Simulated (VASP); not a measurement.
# Ru in VASP: a series of runs

One slab, Ru, is run at these levels: PBE; tasks: single point, relaxation of the atoms.

Program: VASP 6.6.1. These are calculated values, not measurements. Logs are shortened: lines on timing, memory, paths and dates and some standing lists are left out, and cuts for length are marked.

**1. The structure**

The cell holds a slab with vacuum, 5 atoms: a = 2.706 Å, b = 2.706 Å, c = 25.964 Å, α = 90.00°, β = 90.00°, γ = 60.00°.

The cell was built by a generator and needn't be a form met in nature.

**2. Single point, PBE**

File INCAR:

```
ALGO = Fast
EDIFF = 1E-6
ENCUT = 520
GGA = PE
ISIF = 2
ISMEAR = 0
LASPH = True
LCHARG = False
LREAL = False
LWAVE = False
NBANDS = 43
NELM = 100
PREC = Accurate
SIGMA = 0.1
```

File KPOINTS:

```
k-points
0
Gamma
  16 16 1
```

File POSCAR:

```
Ru
1.0
    2.7060000000      0.0000000000      0.0000000000
    1.3530000000      2.3434647426      0.0000000000
    0.0000000000      0.0000000000     25.9640000000
Ru
5
Direct
    0.0000000000      0.0000000000      0.3367479005
    0.3333333333      0.3333333333      0.4167192838
    0.0000000000      0.0000000000      0.5000000000
    0.3333333333      0.3333333333      0.5832807162
    0.0000000000      0.0000000000      0.6632520995
```

Potentials or basis: VASP PAW PBE potentials, release 64 (Ru_pv).

The run is started by

```console
> cat potpaw_PBE.64/Ru_pv/POTCAR > POTCAR
> mpirun -np 1 vasp_std > vasp.out
```

OUTCAR:

```text
EDIFF = 1E-6
   ENCUT = 520
   GGA = PE
   ISIF = 2
   ISMEAR = 0
   LASPH = True
   LREAL = False
   NELM = 100
   PREC = Accurate

 ion  position               nearest neighbor table
   1  0.000  0.000  0.337-   2 2.60   2 2.60   2 2.60
   2  0.333  0.333  0.417-   1 2.60   1 2.60   1 2.60   3 2.67   3 2.67   3 2.67
   3  0.000  0.000  0.500-   2 2.67   4 2.67   2 2.67   4 2.67   2 2.67   4 2.67
   4  0.333  0.333  0.583-   5 2.60   5 2.60   5 2.60   3 2.67   3 2.67   3 2.67
   5  0.000  0.000  0.663-   4 2.60   4 2.60   4 2.60

  LATTYP: Found a hexagonal cell.
 ALAT       =     2.7060000000
 C/A-ratio  =     9.5949741317

  Lattice vectors:

 A1 = (  -1.3530000000,  -2.3434647426,   0.0000000000)
 A2 = (   2.7060000000,   0.0000000000,   0.0000000000)
 A3 = (   0.0000000000,   0.0000000000,  25.9640000000)

Analysis of symmetry for initial positions (statically):
=====================================================================
 Subroutine PRICEL returns:
 Original cell was already a primitive cell.

 Routine SETGRP: Setting up the symmetry group for a
 hexagonal supercell.

 Subroutine GETGRP returns: Found 12 space group operations
 (whereof 12 operations were pure point group operations)
 out of a pool of 24 trial point group operations.

The static configuration has the point symmetry D_3h.

Analysis of symmetry for dynamics (positions and initial velocities):
=====================================================================
 Subroutine PRICEL returns:
 Original cell was already a primitive cell.

 Routine SETGRP: Setting up the symmetry group for a
 hexagonal supercell.

 Subroutine GETGRP returns: Found 12 space group operations
 (whereof 12 operations were pure point group operations)
 out of a pool of 24 trial point group operations.

The dynamic configuration has the point symmetry D_3h.

 Subroutine INISYM returns: Found 12 space group operations
 (whereof 12 operations are pure point group operations),
 and found     1 'primitive' translations

----------------------------------------------------------------------------------------

                                     Primitive cell

  volume of cell :     164.6485

  direct lattice vectors                    reciprocal lattice vectors
     2.706000000  0.000000000  0.000000000     0.369549150 -0.213359301  0.000000000
     1.353000000  2.343464743  0.000000000     0.000000000  0.426718603  0.000000000
[... 93 lines left out ...]
   EDIFFG = 0.1E-04   stopping-criterion for IOM
   NSW    =      0    number of steps for IOM
   IBRION =     -1    ionic relax: 0-MD 1-quasi-New 2-CG
   NFREE  =      0    steps in history (QN), initial steepest desc. (CG)
   ISIF   =      2    stress and relaxation
   ISYM   =      2    0-nonsym 1-usesym 2-fastsym
   POTIM  = 0.5000    time-step for ionic-motion
   TEBEG  =    0.0;   TEEND  =   0.0 temperature during run
   PSTRESS=    0.0 pullay stress
   NELECT =      70.0000    total number of electrons
   NUPDOWN=      -1.0000    fix difference up-down
   EMIN   =  10.00;   EMAX   =-10.00  energy-range for DOS
   EFERMI =   0.00;   METHOD = LEGACY
   ISMEAR =     0;   SIGMA  =   0.10  broadening in eV -4-tet -1-fermi 0-gaus
   EFERMI_NEDOS =   21; number of points for ismear=-14 and -15
   IALGO  =     68    algorithm
   IMIX   =      4    mixing-type and parameters
     AMIX     =   0.40;   BMIX     =  1.00
     AMIX_MAG =   1.60;   BMIX_MAG =  1.00
  volume/ion in A,a.u.               =      32.93       222.22
  Fermi-wavevector in a.u.,A,eV,Ry     =   1.230991  2.326236 20.617439  1.515339
  Thomas-Fermi vector in A             =   2.365818
   LORBIT       =      0    0 simple, 1 ext, 2 COOP (PROOUT), +10 PAW based schemes
   GGA     = PE    functional components
   LHFCALC =     F    Hartree Fock is set to
   AEXX    =    0.0000 exact exchange contribution
   IVDW    =     0    specifies the selected vdW correction
   LEPSILON=     F    determine dielectric tensor
   LRPA    =     F    only Hartree local field effects (RPA)
 non-spin polarized calculation
 RMM-DIIS sequential band-by-band and
 Gauss-broadening in eV      SIGMA  =   0.10
  energy-cutoff  :      520.00
  volume of cell :      164.65
 maximum number of plane-waves:      4497
   NGX =  9   NGY =  9   NGZ = 97

 number of electron      69.9999994 magnetization

 Free energy of the ion-electron system (eV)
  ---------------------------------------------------
  ext. energy  EPLUGINS =         0.00000000
  ---------------------------------------------------
  free energy    TOTEN  =       -44.07726542 eV

  energy without entropy =      -44.04427974  energy(sigma->0) =      -44.06077258

 E-fermi :   2.4545     XC(G=0):  -6.5896

 val. band max:        2.4333074325   @ k =   0.2500   0.1250   0.0000
 cond. band min:       2.4685678325   @ k =   0.2500   0.0000   0.0000
 fundamental gap:      0.0352603999
 Fermi energy:         2.4545111737

 k-point     1 :       0.0000    0.0000    0.0000
  band No.  band energies     occupation
      1     -41.1910      2.00000
      2     -40.9846      2.00000
      3     -40.5043      2.00000
      4     -40.3654      2.00000
      5     -40.3654      2.00000
      6     -40.3508      2.00000
[... 1093 lines left out ...]
     42       5.4125      0.00000
     43       5.8798      0.00000

 [... further k-points ...]

------------------------ aborting loop because EDIFF is reached ----------------------------------------

  FORCE on cell =-STRESS in cart. coord.  units (eV):
  Direction    XX          YY          ZZ          XY          YZ          ZX
  --------------------------------------------------------------------------------------
  -------------------------------------------------------------------------------------
  Total       -1.1903110     -1.1903110      0.0073419     -0.0000000     -0.0000000      0.0000000
  in kB      -11.5827907    -11.5827907      0.0714436     -0.0000000     -0.0000000      0.0000000
  external PRESSURE =      -7.6980459 kB  Pullay stress =       0.0000000 kB

 VOLUME and BASIS-vectors are now :
 -----------------------------------------------------------------------------
  energy-cutoff  :      520.00
  volume of cell :      164.65
      direct lattice vectors                 reciprocal lattice vectors
     2.706000000  0.000000000  0.000000000     0.369549150 -0.213359301  0.000000000
     1.353000000  2.343464743  0.000000000     0.000000000  0.426718603  0.000000000
     0.000000000  0.000000000 25.964000000     0.000000000  0.000000000  0.038514867

 POSITION                                       TOTAL-FORCE (eV/Angst)
 -----------------------------------------------------------------------------------
      0.00000      0.00000      8.74332        -0.000000     -0.000000     -0.011933
      1.35300      0.78115     10.81970         0.000000      0.000000      0.008317
      0.00000      0.00000     12.98200         0.000000      0.000000      0.000000
      1.35300      0.78115     15.14430         0.000000      0.000000     -0.008317
      0.00000      0.00000     17.22068        -0.000000     -0.000000      0.011933
 -----------------------------------------------------------------------------------
    total drift:                                0.000000      0.000000      0.000000

  FREE ENERGIE OF THE ION-ELECTRON SYSTEM (eV)
  ---------------------------------------------------
  free  energy   TOTEN  =       -44.0772654186 eV

  energy  without entropy=      -44.0442797377  energy(sigma->0) =      -44.06077258
```

It took 3.2 min on 1 thread of Intel Xeon 6975P-C (Granite Rapids), shared host; peak memory 0.35 GiB.

Results:

```yaml
Free_energy: -44.0773 eV
Largest_force: 0.012 eV/Å
Band_gap_on_the_k_mesh: none (metal or under the smearing width)
```

Forces in eV/Å, atoms in the order of the input:
```
Ru   0.000  0.000 -0.012
Ru   0.000  0.000  0.008
Ru   0.000  0.000  0.000
Ru   0.000  0.000 -0.008
Ru   0.000  0.000  0.012
```

Levels at points of the mesh, in eV from the Fermi level:
```
           k point  band 30  band 31  band 32  band 33  band 34  band 35  band 36  band 37  band 38  band 39
(0.00, 0.00, 0.00)    -2.21    -2.21    -1.94    -1.94    -1.30    -0.98    -0.98    -0.25    -0.25     0.38
(0.50, 0.00, 0.00)    -0.86    -0.79     0.58     0.69     0.92     1.42     1.44     1.54     1.74     1.98
```

**3. Relaxation of the atoms, PBE**

File INCAR:

```
SYSTEM = Ru
PREC = Accurate
ENCUT = 520
EDIFF = 1E-7
ISMEAR = 0
SIGMA = 0.1
LREAL = .FALSE.
LASPH = .TRUE.
NELM = 100
ALGO = Fast
ISIF = 2
LWAVE = .FALSE.
LCHARG = .FALSE.
GGA = PE
IBRION = 2
NSW = 80
EDIFFG = -0.003
```

File KPOINTS:

```
Automatic mesh
0
G
  16 16 1
  0 0 0
```

File POSCAR:

```
Ru
1.0
    2.7060000000      0.0000000000      0.0000000000
    1.3530000000      2.3434647426      0.0000000000
    0.0000000000      0.0000000000     25.9640000000
Ru
5
Direct
    0.0000000000      0.0000000000      0.3350793406
    0.3333333333      0.3333333333      0.4175396703
    0.0000000000      0.0000000000      0.5000000000
    0.3333333333      0.3333333333      0.5824603297
    0.0000000000      0.0000000000      0.6649206594
```

Potentials or basis: VASP PAW PBE potentials, release 64 (Ru_pv).

The run is started by

```console
> cat potpaw_PBE.64/Ru_pv/POTCAR > POTCAR
> mpirun -np 1 vasp_std > vasp.out
```

Wall time 12 min (1 thread of Intel Xeon 6975P-C (Granite Rapids), shared host); peak memory 0.36 GiB.

The run converged. Its results:

```
Free energy               : -44.0773 eV
Energy gained by relaxing : 8.2 meV/atom
Ionic steps               : 9
Band gap on the k mesh    : none (metal or under the smearing width)
```

The path:
| step | energy change (eV) | largest force (eV/Å) | pressure (GPa) |
| --- | --- | --- | --- |
| 1 | 0.0000 | 0.6957 | -1.92 |
| 2 | -0.0392 | 0.0765 | -1.16 |
| 3 | -0.0392 | 0.0626 | -1.19 |
| 4 | -0.0398 | 0.0479 | -1.11 |
| 5 | -0.0407 | 0.0205 | -0.89 |
| 6 | -0.0408 | 0.0096 | -0.79 |
| 7 | -0.0408 | 0.0110 | -0.80 |
| 8 | -0.0408 | 0.0110 | -0.82 |
| 9 | -0.0408 | 0.0009 | -0.81 |

Final structure:
```xyz
5
Lattice="2.7060 0.0000 0.0000 1.3530 2.3435 0.0000 0.0000 0.0000 25.9640" Properties=species:S:1:pos:R:3 pbc="T T T"
Ru    0.0000    0.0000    8.7419
Ru    1.3530    0.7812   10.8194
Ru    0.0000    0.0000   12.9820
Ru    1.3530    0.7812   15.1446
Ru    0.0000    0.0000   17.2221
```

Levels at points of the mesh, in eV from the Fermi level:
| k point | band 31 | band 32 | band 33 | band 34 | band 35 | band 36 | band 37 | band 38 |
| --- | --- | --- | --- | --- | --- | --- | --- | --- |
| (0.00, 0.00, 0.00) | -2.21 | -1.94 | -1.94 | -1.30 | -0.98 | -0.98 | -0.25 | -0.25 |
| (0.50, 0.00, 0.00) | -0.79 | 0.58 | 0.69 | 0.92 | 1.42 | 1.44 | 1.54 | 1.74 |
